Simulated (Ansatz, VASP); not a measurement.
# One calculation of BiTe, two programs

File INCAR:

```
SYSTEM = BiTe
PREC     = Accurate       ! precision mode
ENCUT    = 520            ! plane-wave cutoff, eV
EDIFF    = 1E-6           ! SCF threshold, eV
ISMEAR   = 0              ! smearing method
SIGMA    = 0.15           ! smearing width, eV
LREAL    = .FALSE.        ! projectors in reciprocal space
LASPH    = .TRUE.         ! aspherical terms in the spheres
NELM     = 80             ! most SCF steps
ALGO     = Normal         ! electronic algorithm
ISIF     = 2              ! what is computed and relaxed
LWAVE    = .FALSE.        ! write WAVECAR
LCHARG   = .TRUE.         ! write CHGCAR
GGA      = PS             ! functional
LELF     = .TRUE.         ! ELF
LVHAR    = .TRUE.       
NBANDS   = 18             ! bands
```

The input KPOINTS:

```
regular mesh
0
G
  14 14 14
  0 0 0
```

Contents of POSCAR:

```
BiTe
1.0
    0.0000000000      3.2350000000      3.2350000000
    3.2350000000      0.0000000000      3.2350000000
    3.2350000000      3.2350000000      0.0000000000
Bi Te
1 1
Direct
    0.0000000000      0.0000000000      0.0000000000
    0.5000000000      0.5000000000      0.5000000000
```

Input for Ansatz:

```yaml
crystal:
  lattice:
    - [0.0, 3.235, 3.235]
    - [3.235, 0.0, 3.235]
    - [3.235, 3.235, 0.0]
  atoms:
    - { symbol: Bi, position: [0.0, 0.0, 0.0] }
    - { symbol: Te, position: [0.5, 0.5, 0.5] }
basis:
  ecutwfc: 420
kpoints:
  mp_grid: { grid: [14, 14, 14] }
hamiltonian:
  xc: pbesol
scf:
  occupations: { method: gaussian, width: 0.15 }
output:
  forces: true
  stress: true
  eigenvalues: true
```

Alike in both runs: task single point; functional PBEsol; k mesh 14 × 14 × 14; occupations gaussian, width 0.15 eV; no spin polarisation.

|  | VASP | Ansatz |
| --- | --- | --- |
| version | VASP 6.6.1 | Ansatz 0.2.0 |
| potentials or method | VASP PAW PBE potentials, release 64 (Bi_d, Te) | scalar-relativistic, plane waves, PAW |
| plane-wave cutoff (eV) | 520 | 420 |
| valence electrons in the cell | 21 | 31 |

|  | VASP | Ansatz | Ansatz less VASP |
| --- | --- | --- | --- |
| gap on the k mesh at the Fermi level (eV) | none | none | - |
| pressure (GPa) | -1.7 | -1.7 | +0.02 |

A gap of «none» marks a metal or a gap that the smearing closes. The two sets of potentials don't hold the same shells in valence.

Caveats: the PAW data sets were made with another functional, which shifts forces and pressure a little (VASP); spin-orbit coupling is left out, which moves the levels of the heavy elements.
